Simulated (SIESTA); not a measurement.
Runs of SIESTA 5.4.2 on SnSe. It takes space group Fm-3m (No. 225, cubic). Conventional cell: a = 6.020 Å, b = 6.020 Å, c = 6.020 Å, α = 90.00°, β = 90.00°, γ = 90.00°. Sn (site symmetry m-3m) is surrounded by 6 Se at 3.01 Å. Se (site symmetry m-3m) is surrounded by 6 Sn at 3.01 Å. Measurements of this composition are mostly on another form, of space group No. 62.

| task | level | potentials or basis | pressure (GPa) | V0 of scaled cells (Å³/atom) | B0 (GPa) |
| --- | --- | --- | --- | --- | --- |
| equation of state | LDA | PseudoDojo 0.4 standard (LDA files), DZP (energy shift 0.003 Ry; two zetas on semicore shells) | - | 26.45 | 62 |
| single point | PBEsol | PseudoDojo 0.4 standard (PBEsol files), DZP (energy shift 0.003 Ry; two zetas on semicore shells) | -0.3 | - | - |
| band structure | PBEsol | PseudoDojo 0.4 standard (PBEsol files), DZP (energy shift 0.003 Ry; two zetas on semicore shells) | -0.3 | - | - |
| equation of state | PBEsol | PseudoDojo 0.4 standard (PBEsol files), DZP (energy shift 0.003 Ry; two zetas on semicore shells) | - | 27.14 | (a) |

Alike in all rows: no spin polarisation; cell as given; k mesh 8 × 8 × 8; smearing fermi-dirac 0.05 eV; grid cutoff 500 Ry; energy shift 0.003 Ry.

Problem. Fill in the values left out.

Solution. (a) 57.

Caveats: the basis of atomic orbitals isn't converged, which shifts pressures, moduli and gaps.
